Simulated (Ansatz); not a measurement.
Wanted: the native input for an Ansatz 0.2.0 run.

- Task: band structure
- Functional: HSE06
- Potentials or basis: Ansatz PAW
- Cutoff: 420 eV (not typed: the program's choice for these potentials)
- k mesh: 8 × 8 × 8
- Occupations: fermi-dirac, width 0.05 eV
- Spin: no spin polarisation
- Path: [["G", "M", "K", "G", "A", "L", "H", "A"], ["L", "M"], ["K", "H"]]
- Points for each segment of the path: 4

Si:

```
Si
1.0
     2.62054    0.00000    0.00000
    -1.31027    2.26946    0.00000
     0.00000    0.00000    2.46635
Si
1
Direct
  0.00000 0.00000 0.00000
```

This isn't the form of Si at room conditions, which is diamond.

One way to write it, as run:

input

```
crystal:
  lattice:
    - [2.6205428149, 0.0, 0.0]
    - [-1.3102714075, 2.2694566494, 0.0]
    - [0.0, 0.0, 2.46635439]
  atoms:
    - { symbol: Si, position: [0.0, 0.0, 0.0] }
hamiltonian:
  xc: hse06
  pseudopotentials: { kind: paw }
kpoints:
  mp_grid: { grid: [8, 8, 8] }
  band_path:
    path:
      - [[0.0, 0.0, 0.0], [0.5, 0.0, 0.0], [0.3333333333, 0.3333333333, 0.0], [0.0, 0.0, 0.0], [0.0, 0.0, 0.5], [0.5, 0.0, 0.5], [0.3333333333, 0.3333333333, 0.5], [0.0, 0.0, 0.5]]
      - [[0.5, 0.0, 0.5], [0.5, 0.0, 0.0]]
      - [[0.3333333333, 0.3333333333, 0.0], [0.3333333333, 0.3333333333, 0.5]]
    npoints: 4
scf:
  occupations: { method: fermi_dirac, width: 0.05 }
  n_extra_bands: 6
output:
  forces: true
  stress: true
  eigenvalues: true
  fatbands: false
  write_density: true
  write_potential: true
  elf: true
  volumetric_format: npy
```

Results of the run:

The pressure is 1.2 GPa and the band gap on the k mesh is none (metal or under the smearing width).

Caveat: the PAW data sets come from PBE, with cores solved anew for the run's functional, which leaves a small shift of forces and pressure; the thresholds are loose for stress.

It took 30 s on 1 × NVIDIA H100 80GB HBM3 with 2 threads of AMD EPYC 7R13 Processor (Zen 3), on a shared host, peak memory 1.5 GiB.
